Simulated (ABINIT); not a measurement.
Slab: WS2, a slab with vacuum.

```
W S
1.0
     3.18352    0.00000    0.00000
    -1.59176    2.75701    0.00000
     0.00000    0.00000   16.95058
W S
1 2
Direct
  0.00000 0.00000 0.00000
  0.33333 0.66667 0.09200
  0.33333 0.66667 0.90800
```

Program: ABINIT 10.8.3 (patched build). Alike in all runs: no spin polarisation; cell as given; cutoff (eV) 544; smearing fermi-dirac 0.05 eV. Hardware: 1 thread of Intel(R) Xeon(R) 6975P-C (Granite Rapids) (shared host).

**Question.** Order these runs on this cell by their wall time, lowest first.
A. task single point; level LDA; potentials or basis JTH PAW LDA v2.0; k mesh 8 × 8 × 2
B. task single point; level PBEsol; potentials or basis JTH PAW PBE v2.0; k mesh 13 × 13 × 3
C. task band structure; level WC; potentials or basis JTH PAW PBE v2.0; k mesh 10 × 10 × 2

**Answer.** A (69 s), B (170 s), C (370 s).

Runs at the PBE level aren't shown here.
